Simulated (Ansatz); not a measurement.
# HfN: the cost of one run

Computed with Ansatz 0.2.0 (DFT PBE, scalar-relativistic, plane waves, PAW, unless a step's input says otherwise).

**1. The starting structure**

It takes space group Fm-3m (No. 225, cubic). The conventional cell has a = 4.518 Å, b = 4.518 Å, c = 4.518 Å, α = 90.00°, β = 90.00°, γ = 90.00°. Hf (site symmetry m-3m) has 6 N at 2.26 Å as nearest neighbours. N (site symmetry m-3m) has 6 Hf at 2.26 Å as nearest neighbours.

As a file:

```cif
data_structure
_symmetry_space_group_name_H-M 'Fm-3m'
_symmetry_Int_Tables_number 225
_cell_length_a 4.5180
_cell_length_b 4.5180
_cell_length_c 4.5180
_cell_angle_alpha 90.000
_cell_angle_beta 90.000
_cell_angle_gamma 90.000
_cell_volume 92.22
loop_
_atom_site_label
_atom_site_type_symbol
_atom_site_symmetry_multiplicity
_atom_site_Wyckoff_symbol
_atom_site_fract_x
_atom_site_fract_y
_atom_site_fract_z
_atom_site_occupancy
Hf1 Hf 4 a 0.00000 0.00000 0.00000 1
N1 N 4 b 0.50000 0.00000 0.00000 1
```

No relaxation comes first: the listed cell is the starting point.

**2. Zero of energy**

The reference gives a free energy of -16108.6833 eV, pressure 5.44 GPa, largest force 0.000 eV/Å and gap on the mesh none (metal). It was computed beforehand with the settings of the runs below.

**3. The scan: a two-dimensional strain map**

The cell is strained by p along both x and y and by q along z, with fractional coordinates fixed.

**4. Point p = -0.080, q = -0.080**

Input file input.yaml:

```yaml
crystal:
  lattice:
    - [0.0, 2.07828, 2.07828]
    - [2.07828, 0.0, 2.07828]
    - [2.07828, 2.07828, 0.0]
  atoms:
    - { symbol: Hf, position: [0.0, 0.0, 0.0] }
    - { symbol: "N", position: [0.5, 0.5, 0.5] }
basis:
  ecutwfc: 420
kpoints:
  mp_grid: { grid: [18, 18, 18] }
hamiltonian:
  xc: pbe
scf:
  occupations: { method: gaussian, width: 0.15 }
output:
  forces: true
  stress: true
  eigenvalues: true
```

Started as:

```bash
> ansatz run input.yaml --threads 1 --pin off --max-ram 2560MiB --backend cpu --events-out ev --progress --plain --runs-dir out
```

Q: Estimate wall time and peak memory on 1 thread of Arm Neoverse V1, shared host.

About 6 s, with a peak of 0.33 GiB.
